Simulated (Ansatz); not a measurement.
Crystal: SiC (Moissanite 6H).

```
CELL_PARAMETERS angstrom
3.09500 0.00000 0.00000
-1.54750 2.68035 0.00000
0.00000 0.00000 15.17000
ATOMIC_POSITIONS crystal
Si 0.66667 0.33333 0.45830
Si 0.33333 0.66667 0.95830
Si 0.66667 0.33333 0.79170
Si 0.33333 0.66667 0.29170
Si 0.00000 0.00000 0.62500
Si 0.00000 0.00000 0.12500
C 0.66667 0.33333 0.33330
C 0.33333 0.66667 0.83330
C 0.66667 0.33333 0.66670
C 0.33333 0.66667 0.16670
C 0.00000 0.00000 0.50000
C 0.00000 0.00000 0.00000
```

| Item | Value |
| --- | --- |
| Program | Ansatz 0.2.0 |
| Task | relaxation of cell and atoms |
| Functional | PBEsol |
| Dispersion | D4 |
| Potentials or basis | Ansatz PAW |
| Cutoff | 420 eV (not typed: the program's choice for these potentials) |
| k mesh | 10 × 10 × 2 |
| Occupations | fermi-dirac, width 0.05 eV |
| Spin | no spin polarisation |

At the start: volume 10.49 Å³/atom.

Where does the relaxation end?

It ends after 8 steps and the volume is 10.22 Å³/atom (-2.5 %); space group P6_3mc (No. 186, to 0.05 Å).

The path:
```tsv
step	energy change (eV)	largest force (eV/Å)	volume (Å³)
1	0.0000	0.1433	125.85
2	-0.0481	0.0730	124.10
3	-0.0623	0.0135	122.64
4	-0.0622	0.0064	122.70
5	-0.0622	0.0002	122.70
6	-0.0570	0.0002	122.70
7	-0.0571	0.0000	122.66
8	-0.0570	0.0000	122.66
```

Final structure:
```
Si C
1.0
     3.06762    0.00000    0.00000
    -1.53381    2.65663    0.00000
     0.00000    0.00000   15.05086
Si C
6 6
Direct
  0.66667 0.33333 0.45832
  0.33333 0.66667 0.95832
  0.66667 0.33333 0.79182
  0.33333 0.66667 0.29182
  0.00000 0.00000 0.62503
  0.00000 0.00000 0.12503
  0.66667 0.33333 0.33332
  0.33333 0.66667 0.83332
  0.66667 0.33333 0.66682
  0.33333 0.66667 0.16682
  0.00000 0.00000 0.49969
  0.00000 0.00000 0.99969
```

Caveat: the plane-wave basis is chosen anew once the cell has moved, so the energies of steps on either side of that aren't comparable; the PAW data sets come from PBE, with cores solved anew for the run's functional, which leaves a small shift of forces and pressure.
